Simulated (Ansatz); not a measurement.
# In: the cost of one run

Program: Ansatz 0.2.0. Level of theory: DFT PBE, scalar-relativistic, plane waves, PAW. These are calculated values, not measurements.

1 further run of the same task is left out (set aside as unsound or not needed).

**1. Starting point**

The structure is tetragonal, space group I4/mmm (No. 139). Conventional cell: a = 3.390 Å, b = 3.390 Å, c = 4.784 Å, α = 90.00°, β = 90.00°, γ = 90.00°. In (site symmetry 4/mmm) has 12 In at 3.39 Å as nearest neighbours.

As a file:

```cif
data_structure
_symmetry_space_group_name_H-M 'P 1'
_symmetry_Int_Tables_number 1
_cell_length_a 3.3866
_cell_length_b 3.3866
_cell_length_c 3.3866
_cell_angle_alpha 119.929
_cell_angle_beta 119.929
_cell_angle_gamma 90.123
_cell_volume 27.49
loop_
_atom_site_label
_atom_site_type_symbol
_atom_site_fract_x
_atom_site_fract_y
_atom_site_fract_z
_atom_site_occupancy
In1 In 0.00000 0.00000 0.00000 1
```

This cell was relaxed beforehand with the same method: volume 27.49 Å³/atom, gap on the mesh none (metal).

**2. Plan of the line**

The energy is mapped over volume and the cell's shape.

- volume per atom: 5 values from 24.19 to 30.79 Å³
- c/a of the conventional cell: 5 values from 1.251 to 1.592

Nothing else is relaxed (symmetry fixes all fractional coordinates). Energies count from the relaxed crystal. Points are written as (first, second).

**3. Grid point (24.19 Å³, 1.592)**

The input, input.yaml:

```yaml
crystal:
  lattice:
    - [-1.5603961635, 1.5603961635, 2.4841506923]
    - [1.5603961635, -1.5603961635, 2.4841506923]
    - [1.5603961635, 1.5603961635, -2.4841506923]
  atoms:
    - { symbol: In, position: [0.0, 0.0, 0.0] }
basis:
  ecutwfc: 420
kpoints:
  mp_grid: { grid: [20, 20, 20] }
hamiltonian:
  xc: pbe
scf:
  occupations: { method: gaussian, width: 0.15 }
output:
  forces: true
  stress: true
  eigenvalues: true
```

On the command line:

```
$ ansatz run input.yaml --threads 1 --pin off --max-ram 2048MiB --backend cpu --events-out ev --progress --plain --runs-dir out
```

What time and memory should one allow on 1 thread of Arm Neoverse V1, shared host?

About 11 s, with a peak of 0.43 GiB.
